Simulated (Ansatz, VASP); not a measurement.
Given: the input of a run of Ansatz 0.2.0 on Ca.

Contents of input.yaml:

```yaml
crystal:
  lattice:
    - [3.4174392887, 0.0, 0.0]
    - [0.0, 3.4174392887, 0.0]
    - [0.0, 0.0, 3.4174392887]
  atoms:
    - { symbol: Ca, position: [0.0, 0.0, 0.0] }
hamiltonian:
  xc: pbe
  pseudopotentials: { kind: paw }
kpoints:
  mp_grid: { grid: [8, 8, 8] }
scf:
  occupations: { method: fermi_dirac, width: 0.05 }
output:
  forces: true
  stress: true
  eigenvalues: true
```

Potentials or basis: Ansatz PAW.

Run with:

```console
$ ansatz run input.yaml --threads 2 --pin off --max-ram 5120MiB --backend cpu --events-out ev --progress --plain --runs-dir out
```

**Question.** Translate it to VASP 6.6.1. Potentials there: VASP PAW PBE potentials, release 64 (Ca_sv).

**Answer.** As run (the cutoff follows the program's own potentials):

INCAR

```
  ALGO = Normal
  EDIFF = 1E-7
  ENCUT = 520
  GGA = PE
  ISIF = 2
  ISMEAR = -1
  LASPH = True
  LCHARG = False
  LREAL = False
  LWAVE = False
  NBANDS = 11
  NELM = 80
  PREC = Accurate
  SIGMA = 0.05
```

Contents of KPOINTS:

```
k-points
0
Gamma
  8 8 8
```

File POSCAR:

```
Ca
1.0
    3.4174392887      0.0000000000      0.0000000000
    0.0000000000      3.4174392887      0.0000000000
    0.0000000000      0.0000000000      3.4174392887
Ca
1
Direct
    0.0000000000      0.0000000000      0.0000000000
```

Potentials or basis: VASP PAW PBE potentials, release 64 (Ca_sv).

Run with:

```console
$ cat potpaw_PBE.64/Ca_sv/POTCAR > POTCAR
$ mpirun -np 1 vasp_std > vasp.out
```

Both were run:

|  | VASP | Ansatz | Ansatz less VASP |
| --- | --- | --- | --- |
| gap on the k mesh at the Fermi level (eV) | none | none | - |
| pressure (GPa) | 1.1 | 1.1 | -0.02 |

A gap of «none» marks a metal or a gap that the smearing closes.
